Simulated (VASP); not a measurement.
A run of VASP 6.6.1 is set up as follows.

The input INCAR:

```
PREC = Accurate
ENCUT = 600
EDIFF = 1E-7
ISMEAR = 1
SIGMA = 0.1
LREAL = False
LASPH = True
NELM = 80
ALGO = Normal
ISIF = 2
LWAVE = False
LCHARG = False
GGA = PE
IVDW = 12
IBRION = 2
NSW = 40
EDIFFG = -0.01
```

The input KPOINTS:

```
Automatic mesh
0
Gamma
  14 14 14
```

Contents of POSCAR:

```
NbN                                     
1.0
    0.0000000000      2.2195778841      2.2195778841
    2.2195778841      0.0000000000      2.2195778841
    2.2195778841      2.2195778841      0.0000000000
  Nb              N             
     1     1
Direct
     0.5000000000000000    0.5000000000000000    0.5000000000000000
     0.0000000000000000    0.0000000000000000    0.0000000000000000
```

Potentials or basis: VASP PAW PBE potentials, release 64 (Nb_sv, N).

Launch:

```sh
$ cat potpaw_PBE.64/Nb_sv/POTCAR potpaw_PBE.64/N/POTCAR > POTCAR
$ mpirun -np 1 vasp_std > vasp.out
```

(1) Estimate the dispersion energy per atom.

## Answers

(1) -0.493 eV.

Caveat: the relaxation stopped at its first step, so nothing moved.
